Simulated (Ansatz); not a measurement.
# Co: which magnetic state does the SCF reach?, part 2 of 2

Wanted: the lowest electronic state of Co in this cell. One SCF may end in a higher state, so several starts are tried. System: Co, the measured crystal structure (space group Fm-3m, primitive cell doubled); the cell holds 2 atoms. Source: COD entry 9012934; the sample's temperature and pressure aren't taken into account.

Ansatz 0.2.0; DFT PBE, PAW, plane waves, scalar-relativistic. Earlier steps stand in the parts before.

**5. Spin on, no moments given (the program may seed its own), plain SCF**

The COD cell was measured well above room temperature, so it is larger than a cold one.

Contents of input.yaml:

```yaml
crystal:
  lattice:
    - [3.5863, 1.79315, 1.79315]
    - [1.79315, 3.5863, 1.79315]
    - [1.79315, 1.79315, 3.5863]
  atoms:
    - { symbol: Co, position: [0.0, 0.0, 0.0] }
    - { symbol: Co, position: [0.5, 0.5, 0.5] }
hamiltonian:
  xc: pbe
  pseudopotentials: { kind: paw }
basis:
  ecutwfc: 420
kpoints:
  mp_grid: { grid: [13, 13, 13] }
scf:
  occupations: { method: fermi_dirac, width: 0.1 }
  lower_state_search: "off"
output:
  forces: true
  stress: true
magnetization:
  spin_polarized: true
```

Log, cut to the lines that bear on the results:

```text
[... 1 line as in an earlier run ...]
band count auto-derived: 24 (N_el = 34.0; filled up to band 17; 21 by the electrons, moments and atoms)
[... 20 lines as in an earlier run ...]
[...]
SCF iter   1: F=—  HF=-10249.790067 eV  |F-HF|=—  |Δ(HF+E_count)|=         —  Δρ=3.14e-1 (↑2.72e-1 ↓3.14e-1)  dr2=2.46e-1  dr2_m=1.81e1  M=4.191 μB ∫|m|=4.191 μB  ethr=7.53e-4  ⟨swp⟩=1.5  Hψ=28024  notcnv=0
[...]
SCF iter   9: F=-10252.271938 eV  HF=-10252.271938 eV  |F-HF|=1.09e-8  |Δ(HF+E_count)|=   4.95e-7  Δρ=2.32e-5 (↑2.32e-5 ↓1.46e-5)  dr2=4.32e-8  dr2_m=2.06e-8  M=3.362 μB ∫|m|=3.682 μB  ethr=2.94e-10  ⟨swp⟩=3.0  Hψ=41452  notcnv=0
[...]
SCF converged after 9 iterations
Magnetization: 3.3620 μB (18.6810 up, 15.3190 down)
Absolute magnetization: 3.6828 μB (∫|ρ↑−ρ↓|, with the PAW one-centre terms)
Spin contamination: 0.0584 ħ² per cell (⟨S²⟩ above its minimum at these occupations)
Per-site moments (μB) at R_I (Å): [(1.7539581160696978, 1.0460575328648427), (1.7539581160696969, 1.0460575328648427)]
Free energy (F): -10252.271938 eV
[...]
E sigma→0 (E₀):  -10252.233078 eV
Entropy (-TS):   -0.077720 eV (-38.860 meV/atom)
Fermi energy:    17.485238 eV
[... 24 lines left out: energy terms, forces, stress ...]
```

Run time: 6.2 s. Hardware: 2 threads of an x86-64 CPU, shared host; peak memory 0.49 GiB.

The run ends in the same state as step 2 (ferromagnetic); it took 9 iterations.

**6. Parallel moments scaled by 0.2, plain SCF**

input.yaml: that of step 5 with these lines changed.

```diff
@@ -6,4 +6,6 @@
   atoms:
-    - { symbol: Co, position: [0.0, 0.0, 0.0] }
-    - { symbol: Co, position: [0.5, 0.5, 0.5] }
+    - { symbol: Co, position: [0.0, 0.0, 0.0], spin: 0.6 }
+    - { symbol: Co, position: [0.5, 0.5, 0.5], spin: 0.6 }
+magnetization:
+  spin_polarized: true
 hamiltonian:
@@ -21,3 +23 @@
   stress: true
-magnetization:
-  spin_polarized: true
```

Log, cut to the lines that bear on the results:

```text
[... 11 lines as in an earlier run ...]
Bands: 22, of which v1, the nominal top of the filled ones, is band 17 counted from 1 (16 counted from 0)
[... 8 lines as in an earlier run ...]
Starting moments: Σ|m| = 1.2 μB on 2 of 2 sites
[... 2 lines as in an earlier run ...]
[...]
SCF iter   1: F=—  HF=-10251.915093 eV  |F-HF|=—  |Δ(HF+E_count)|=         —  Δρ=5.48e-2 (↑1.51e-2 ↓5.48e-2)  dr2=2.19e-1  dr2_m=2.29e-1  M=1.423 μB ∫|m|=1.448 μB  β_m=1.00  ethr=6.44e-4  ⟨swp⟩=1.0  Hψ=50909  notcnv=0
[...]
spin-set hold released at iteration 9 (site moments contracting): the magnetisation degrees of freedom join the quasi-Newton model from the next iteration; the mixer history was flushed
[...]
SCF iter  17: F=-10252.271938 eV  HF=-10252.271938 eV  |F-HF|=8.51e-10  |Δ(HF+E_count)|=   6.73e-8  Δρ=3.25e-6 (↑3.23e-6 ↓3.25e-6)  dr2=1.98e-9  dr2_m=1.16e-10  M=3.362 μB ∫|m|=3.682 μB  ethr=4.42e-11  ⟨swp⟩=1.4  Hψ=30837  notcnv=0
[...]
SCF converged after 17 iterations
Magnetization: 3.3620 μB (18.6810 up, 15.3190 down)
Absolute magnetization: 3.6828 μB (∫|ρ↑−ρ↓|, with the PAW one-centre terms)
Spin contamination: 0.0584 ħ² per cell (⟨S²⟩ above its minimum at these occupations)
Per-site moments (μB) at R_I (Å): [(1.7539711284886594, 1.0460575328648427), (1.7539711284886594, 1.0460575328648427)]
Free energy (F): -10252.271938 eV
[...]
E sigma→0 (E₀):  -10252.233077 eV
Entropy (-TS):   -0.077721 eV (-38.861 meV/atom)
Fermi energy:    17.485259 eV
[... 24 lines left out: energy terms, forces, stress ...]
```

It took 9.4 s on 2 threads of an x86-64 CPU, shared host; peak memory 0.48 GiB.

Nothing new: the 17 iterations lead to the state found in step 2 (ferromagnetic).

**7. Moments ++ scaled by 1.4, plain SCF**

input.yaml: that of step 6 with these lines changed.

```diff
@@ -6,4 +6,4 @@
   atoms:
-    - { symbol: Co, position: [0.0, 0.0, 0.0], spin: 0.6 }
-    - { symbol: Co, position: [0.5, 0.5, 0.5], spin: 0.6 }
+    - { symbol: Co, position: [0.0, 0.0, 0.0], spin: 4.2 }
+    - { symbol: Co, position: [0.5, 0.5, 0.5], spin: 4.2 }
 magnetization:
```

Log, cut to the lines that bear on the results:

```text
[... 11 lines as in an earlier run ...]
Bands: 26, of which v1, the nominal top of the filled ones, is band 17 counted from 1 (16 counted from 0)
[... 8 lines as in an earlier run ...]
Starting moments: Σ|m| = 8.4 μB on 2 of 2 sites
[... 2 lines as in an earlier run ...]
[...]
SCF iter   1: F=—  HF=-10250.029529 eV  |F-HF|=—  |Δ(HF+E_count)|=         —  Δρ=2.34e-1 (↑2.34e-1 ↓1.85e-1)  dr2=4.45e-1  dr2_m=9.23e0  M=4.364 μB ∫|m|=4.507 μB  β_m=0.30  ethr=1.31e-3  ⟨swp⟩=1.0  Hψ=61069  notcnv=0
[...]
spin-set hold released at iteration 7 (site moments contracting): the magnetisation degrees of freedom join the quasi-Newton model from the next iteration; the mixer history was flushed
[...]
SCF iter  14: F=-10252.271938 eV  HF=-10252.271938 eV  |F-HF|=7.82e-11  |Δ(HF+E_count)|=   3.98e-8  Δρ=8.72e-6 (↑6.82e-6 ↓8.72e-6)  dr2=8.07e-9  dr2_m=6.46e-9  M=3.362 μB ∫|m|=3.682 μB  ethr=1.19e-10  ⟨swp⟩=1.8  Hψ=34874  notcnv=0
[...]
SCF converged after 14 iterations
an eigenvalue changed by more than its tolerance at an iteration that met the thresholds in force, so the SCF went on 1 time: the last check found none over its tolerance
Magnetization: 3.3620 μB (18.6810 up, 15.3190 down)
Absolute magnetization: 3.6828 μB (∫|ρ↑−ρ↓|, with the PAW one-centre terms)
Spin contamination: 0.0584 ħ² per cell (⟨S²⟩ above its minimum at these occupations)
Per-site moments (μB) at R_I (Å): [(1.75396255317974, 1.0460575328648427), (1.753962553179739, 1.0460575328648427)]
Free energy (F): -10252.271938 eV
[...]
E sigma→0 (E₀):  -10252.233078 eV
Entropy (-TS):   -0.077720 eV (-38.860 meV/atom)
Fermi energy:    17.485231 eV
[... 24 lines left out: energy terms, forces, stress ...]
```

Run time: 9.3 s. Hardware: 2 threads of an x86-64 CPU, shared host; peak memory 0.51 GiB.

The run ends in the same state as step 2 (ferromagnetic); it took 14 iterations.

**8. A moment on one site alone, plain SCF**

input.yaml: that of step 7 with these lines changed.

```diff
@@ -6,4 +6,4 @@
   atoms:
-    - { symbol: Co, position: [0.0, 0.0, 0.0], spin: 4.2 }
-    - { symbol: Co, position: [0.5, 0.5, 0.5], spin: 4.2 }
+    - { symbol: Co, position: [0.0, 0.0, 0.0], spin: 3.0 }
+    - { symbol: Co, position: [0.5, 0.5, 0.5] }
 magnetization:
```

Log, cut to the lines that bear on the results:

```text
[... 11 lines as in an earlier run ...]
Bands: 23, of which v1, the nominal top of the filled ones, is band 17 counted from 1 (16 counted from 0)
[... 2 lines as in an earlier run ...]
Magnetic group: BNS 166.97 (UNI 1327), of the structure as read, at distance tolerance 2.8e-5 Å
[... 5 lines as in an earlier run ...]
Starting moments: Σ|m| = 3 μB on 1 of 2 sites
[... 2 lines as in an earlier run ...]
SCF iter   1: F=—  HF=-10252.021950 eV  |F-HF|=—  |Δ(HF+E_count)|=         —  Δρ=1.22e-1 (↑1.22e-1 ↓5.65e-2)  dr2=6.76e0  dr2_m=4.20e-1  M=2.840 μB ∫|m|=2.918 μB  β_m=0.30  ethr=3.10e-3  ⟨swp⟩=4.9  Hψ=38905  notcnv=0
[...]
spin-set hold released at iteration 7 (the charge has settled, or the pull on large starting moments outlasts its swing): the magnetisation degrees of freedom join the quasi-Newton model from the next iteration; the mixer history was flushed
[...]
SCF iter  20: F=-10252.271938 eV  HF=-10252.271938 eV  |F-HF|=6.78e-8  |Δ(HF+E_count)|=   4.02e-8  Δρ=1.57e-5 (↑4.00e-6 ↓1.57e-5)  dr2=7.34e-8  dr2_m=8.69e-9  M=3.362 μB ∫|m|=3.682 μB  ethr=2.94e-10  ⟨swp⟩=2.8  Hψ=32760  notcnv=0
[...]
SCF converged after 20 iterations
Magnetization: 3.3620 μB (18.6810 up, 15.3190 down)
Absolute magnetization: 3.6828 μB (∫|ρ↑−ρ↓|, with the PAW one-centre terms)
Spin contamination: 0.0584 ħ² per cell (⟨S²⟩ above its minimum at these occupations)
Per-site moments (μB) at R_I (Å): [(1.7540067729303448, 1.0460575328648427), (1.7539436482281354, 1.0460575328648427)]
Free energy (F): -10252.271938 eV
[...]
E sigma→0 (E₀):  -10252.233078 eV
Entropy (-TS):   -0.077721 eV (-38.860 meV/atom)
Fermi energy:    17.485279 eV
[... 24 lines left out: energy terms, forces, stress ...]
```

Run time: 9.1 s. Hardware: 2 threads of an x86-64 CPU, shared host; peak memory 0.5 GiB.

This is the state of step 2 again (ferromagnetic), after 20 iterations.

**9. All ends together**

| step | iterations | state | moments of Co1 Co2 (μB) | total (μB) | gap (eV) | pressure (GPa) | above lowest (meV/atom) |
| --- | --- | --- | --- | --- | --- | --- | --- |
| 2 | 9 | 1 | 1.75 1.75 | 3.36 | none | -10.2 | 0.0 |
| 3 | 12 | 2 | 1.20 -1.20 | 0.00 | none | -14.5 | 208 |
| 4 | 6 | 3 | 0.00 0.00 | 0.00 | none | -21.2 | 232 |
| 5 | 9 | 1 | 1.75 1.75 | 3.36 | none | -10.2 | 0.0 |
| 6 | 17 | 1 | 1.75 1.75 | 3.36 | none | -10.2 | 0.0 |
| 7 | 14 | 1 | 1.75 1.75 | 3.36 | none | -10.2 | 0.0 |
| 8 | 20 | 1 | 1.75 1.75 | 3.36 | none | -10.2 | 0.0 |

States are numbered from the lowest. Starts by step: 2 parallel moments, plain SCF; 3 opposed moments +-, plain SCF; 4 no spin polarisation; 5 spin on, no moments given (the program may seed its own), plain SCF; 6 parallel moments scaled by 0.2, plain SCF; 7 moments ++ scaled by 1.4, plain SCF; 8 a moment on one site alone, plain SCF.

The 7 runs of this session took 47 s in all, from 2.3 s to 9.4 s each.

Decimal logarithm of the largest residual (eV) by iteration, counted through all cycles of a run:

| iteration | step 2 | step 3 | step 4 | step 5 | step 6 | step 7 | step 8 |
| --- | --- | --- | --- | --- | --- | --- | --- |
| 1 | 0.3 | 0.4 | -4.0 | 1.3 | -0.6 | 1.0 | 0.8 |
| 2 | 0.0 | 0.2 | -4.6 | -0.8 | -0.9 | 0.8 | 1.5 |
| 3 | 0.1 | 0.4 | -6.0 | -1.5 | -1.0 | 0.5 | 0.0 |
| 4 | -1.9 | -1.4 | -6.7 | -1.7 | -0.9 | 0.3 | 0.1 |
| 5 | -2.0 | -1.7 | -7.7 | -2.5 | -0.9 | 0.1 | -0.1 |
| 6 | -3.9 | -3.0 | -8.7 | -4.1 | -1.0 | -0.2 | -0.1 |
| 8 | -6.6 | -3.9 | - | -6.0 | -1.6 | -0.6 | 1.2 |
| 10 | - | -6.5 | - | - | -1.7 | -3.4 | -0.3 |
| 11 | - | -7.0 | - | - | -1.5 | -4.2 | -0.4 |
| 13 | - | - | - | - | -2.4 | -7.4 | -1.8 |
| 15 | - | - | - | - | -5.7 | - | -2.8 |
| 17 | - | - | - | - | -8.7 | - | -4.0 |
| 18 | - | - | - | - | - | - | -5.3 |
| 20 | - | - | - | - | - | - | -7.1 |

**10. Results**

What follows sums up all 2 parts.

```
                      quantity                                                     value
               distinct states                                   3 from 7 converged runs
lowest state from plain starts                                             ferromagnetic
                   its moments                                     Co1 1.75, Co2 1.75 μB
                  total moment                                          3.36 μB per cell
             gap on the k-mesh                                                      none
                      pressure                                                 -10.2 GPa
                 largest force                                                0.000 eV/Å
                    next state                    antiferromagnetic, 208 meV/atom higher
                 highest state  non-magnetic (no spin polarisation), 232 meV/atom higher
```

**Reading.** 7 runs converged, to 3 different states. Switching spin polarisation off costs 232 meV/atom in free energy, smearing entropy included. The best antiferromagnetic state lies 208 meV/atom above the best ferromagnetic one. A lower state than any found can't be excluded.
